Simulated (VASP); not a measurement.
Output of a VASP run:

### OSZICAR
```
       N       E                     dE             d eps       ncg     rms          rms(c)
DAV:   1    -0.153806820395E+04   -0.15381E+04   -0.64710E+03   260   0.980E+02
DAV:   2    -0.160276889624E+04   -0.64701E+02   -0.63104E+02   310   0.215E+02
DAV:   3    -0.160611304037E+04   -0.33441E+01   -0.33373E+01   300   0.518E+01
DAV:   4    -0.160619757273E+04   -0.84532E-01   -0.84521E-01   390   0.665E+00
DAV:   5    -0.698580881282E+01    0.15992E+04   -0.72555E+00   265   0.366E+01    0.153E+01
DAV:   6    -0.695983004722E+01    0.25979E-01   -0.73009E-01   353   0.792E+00    0.861E+00
DAV:   7    -0.695017994201E+01    0.96501E-02   -0.11877E-01   345   0.327E+00    0.595E+00
DAV:   8    -0.694927999606E+01    0.89995E-03   -0.17265E-02   300   0.101E+00    0.366E+00
DAV:   9    -0.694758894211E+01    0.16911E-02   -0.16530E-03   290   0.443E-01    0.223E+00
DAV:  10    -0.694679207083E+01    0.79687E-03   -0.38800E-04   298   0.148E-01    0.129E+00
DAV:  11    -0.694656664436E+01    0.22543E-03   -0.20744E-04   303   0.908E-02    0.725E-01
DAV:  12    -0.694651916984E+01    0.47475E-04   -0.77156E-05   372   0.587E-02    0.401E-01
DAV:  13    -0.694651428195E+01    0.48879E-05   -0.22021E-05   303   0.361E-02    0.231E-01
DAV:  14    -0.694651848476E+01   -0.42028E-05   -0.97443E-06   311   0.243E-02    0.133E-01
DAV:  15    -0.694652313952E+01   -0.46548E-05   -0.38910E-06   290   0.152E-02    0.780E-02
DAV:  16    -0.694652637988E+01   -0.32404E-05   -0.17690E-06   279   0.966E-03    0.463E-02
DAV:  17    -0.694652836804E+01   -0.19882E-05   -0.76882E-07   210   0.621E-03    0.278E-02
DAV:  18    -0.694652948600E+01   -0.11180E-05   -0.42761E-07   210   0.468E-03    0.170E-02
DAV:  19    -0.694653009447E+01   -0.60847E-06   -0.19510E-07   200   0.312E-03
   1 F= -.69465301E+01 E0= -.69465301E+01  d E =-.430269E-18
```

File OUTCAR:
```
------------------------ aborting loop because EDIFF is reached ----------------------------------------
  FORCE on cell =-STRESS in cart. coord.  units (eV):
  Direction    XX          YY          ZZ          XY          YZ          ZX
  --------------------------------------------------------------------------------------
  Total       -0.0563367     -0.0563367     -0.0563367      0.0000000      0.0000000     -0.0000000
  in kB       -1.5611912     -1.5611912     -1.5611912      0.0000000      0.0000000     -0.0000000
  external PRESSURE =      -1.5611912 kB  Pullay stress =       0.0000000 kB
  volume of cell :       57.82
      direct lattice vectors                 reciprocal lattice vectors
     0.000000000  3.069060000  3.069060000    -0.162916333  0.162916333  0.162916333
     3.069060000  0.000000000  3.069060000     0.162916333 -0.162916333  0.162916333
     3.069060000  3.069060000  0.000000000     0.162916333  0.162916333 -0.162916333
 POSITION                                       TOTAL-FORCE (eV/Angst)
 -----------------------------------------------------------------------------------
      3.06906      3.06906      3.06906         0.000000      0.000000     -0.000000
      1.53453      1.53453      1.53453        -0.000000     -0.000000      0.000000
 -----------------------------------------------------------------------------------
    total drift:                                0.000021      0.000019      0.000015
  FREE ENERGIE OF THE ION-ELECTRON SYSTEM (eV)
  ---------------------------------------------------
  free  energy   TOTEN  =        -6.9465300945 eV

  energy  without entropy=       -6.9465300945  energy(sigma->0) =       -6.94653009

  exchange ACFDT corr.  =         0.00000000  see jH, gK, PRB 81, 115126
```
(Selected blocks of OUTCAR.)

POSCAR:
```
ZnTe
1
    0.0000000000     3.0690600000     3.0690600000
    3.0690600000     0.0000000000     3.0690600000
    3.0690600000     3.0690600000     0.0000000000
Zn Te
1 1
Direct
  0.5000000000   0.5000000000   0.5000000000
  0.2500000000   0.2500000000   0.2500000000
```

Problem. Reconstruct the remaining input files.

Solution. This is not unique; one that fits is the input of the run itself, PBE0 hybrid, plane waves, VASP's PBE PAW potentials (set 64).

### INCAR
```
# general
SYSTEM    =  ZnTe
PREC      =  Accurate
ENCUT     =  300
LREAL     =  F
LASPH     =  T
ISYM      =  3

# electronic loop
EDIFF     =  1E-6
NELM      =  100
ALGO      =  Normal
LMAXMIX   =  4

# smearing
ISMEAR    =  0
SIGMA     =  0.01

# functional
GGA       =  PE
LHFCALC   =  T
AEXX      =  0.25
HFRCUT    =  -1
PRECFOCK  =  Fast

# ions
ISIF      =  2

# output
LWAVE     =  F
LCHARG    =  F
```

File KPOINTS:
```
Automatic mesh
0
Gamma
5 5 5
0 0 0
```

POTCAR, in this order: Zn Te (PBE.64 set). Program: vasp_std.

At this cut-off the stress carries a Pulay error, which pulls relaxed volumes low.

The structure comes from a computed database's ZnTe entry; how it stands against other phases isn't given here. The cell was not relaxed at this level.
